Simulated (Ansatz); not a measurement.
Write an ASE script for Ansatz 0.2.0 that does the following.

```yaml
Task: single point
Functional: revPBE
Potentials_or_basis: PseudoDojo standard
Cutoff: 925 eV
Density_cutoff: 3701 eV
k_mesh: 8 × 8 × 8
Occupations: gaussian, width 0.15 eV
Spin: no spin polarisation
Driver: calculator
```

The structure of Ca lies in POSCAR:

```
Ca
1.0
   -2.2400000000      2.2400000000      2.2400000000
    2.2400000000     -2.2400000000      2.2400000000
    2.2400000000      2.2400000000     -2.2400000000
Ca
1
Direct
    0.0000000000      0.0000000000      0.0000000000
```

This isn't the form of Ca at room conditions, which is fcc.

One way to write it, as run:

run.py

```python
import json

import ase.io
import numpy as np
from ase.calculators.calculator import CalculationFailed, Calculator
from ase.stress import full_3x3_to_voigt_6_stress
from ase.units import GPa

import ansatz as az

class AnsatzCalculator(Calculator):
    implemented_properties = ["energy", "free_energy", "forces", "stress", "magmom"]

    def calculate(self, atoms, properties, system_changes):
        super().calculate(atoms, properties, system_changes)
        structure = atoms.copy()
        structure.set_constraint()
        structure.set_momenta(None)
        structure.set_masses(None)
        outcome = (
            az.Crystal.from_ase(structure)
            .calculation()
            .basis(xc_grid=2)
            .kpoints(8, 8, 8)
            .functional("revpbe")
            .pseudopotentials(kind="nc", accuracy="standard")
            .scf(tolerance=2e-10)
            .occupations(method="gaussian", width=0.15)
            .forces()
            .stress()
            .run(threads=2)
        )
        if not outcome.report["converged"]:
            raise CalculationFailed("SCF not converged")
        report = outcome.report
        self.results = {
            "free_energy": report["lagrangian_ev"],
            "energy": report["lagrangian_ev"],
            "forces": np.array(report["forces_ev_ang"]),
            "stress": -GPa * full_3x3_to_voigt_6_stress(report["stress_gpa"]),
            "magmom": report["magnetization_mub"],
        }

np.set_printoptions(precision=5, suppress=True, linewidth=110)
atoms = ase.io.read("POSCAR", format="vasp")
atoms.calc = AnsatzCalculator()
print(f"free energy {atoms.get_potential_energy():.6f} eV")
print("forces (eV/A)", atoms.get_forces(), sep="\n")
print("stress (GPa, Voigt, tension positive)", atoms.get_stress() / GPa, sep="\n")
print(f"moment {atoms.get_magnetic_moment():.4f} muB")
```

Potentials or basis: PseudoDojo standard.

The run is started by

```console
$ python run.py
```

Results of the run:

```
Pressure : -0.4 GPa
```

Caveat: the potentials were made for another functional, which shifts forces and pressure; the cell was measured hot, at 740 K; the thresholds are loose for stress.

Wall time 1.9 s on 2 threads of Arm Neoverse V1, on a shared host, peak memory 0.42 GiB.
